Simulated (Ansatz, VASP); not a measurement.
Mg in VASP and in Ansatz

```xyz
2
Lattice="3.1800 0.0000 0.0000 -1.5900 2.7540 0.0000 0.0000 0.0000 5.1600" Properties=species:S:1:pos:R:3 pbc="T T T"
Mg    0.0000    1.8360    1.2900
Mg    1.5900    0.9180    3.8700
```

The cell was built by a generator and needn't be a form met in nature.

Alike in both runs: task single point; functional PBEsol; k mesh 6 × 6 × 4; occupations gaussian, width 0.1 eV; no spin polarisation.

|  | VASP | Ansatz |
| --- | --- | --- |
| version | VASP 6.6.1 | Ansatz 0.2.0 |
| potentials or method | VASP PAW PBE potentials, release 64 (Mg) | scalar-relativistic, plane waves, PAW |
| plane-wave cutoff (eV) | 520 | 420 |
| valence electrons in the cell | 4 | 20 |

```tsv
	VASP	Ansatz	Ansatz less VASP
gap on the k mesh at the Fermi level (eV)	none	none	-
pressure (GPa)	-0.1	-0.1	+0.05
largest component of the traceless stress (GPa)	0.19	0.18	-0.010
```

A gap of «none» marks a metal or a gap that the smearing closes. The functional is the same, so the differences come from potentials, cutoffs and numerics. The two sets of potentials don't hold the same shells in valence.

Caveats: the k mesh is coarse (spacing up to 0.38 Å⁻¹), so the values aren't converged; the PAW data sets were made with another functional, which shifts forces and pressure a little (VASP).
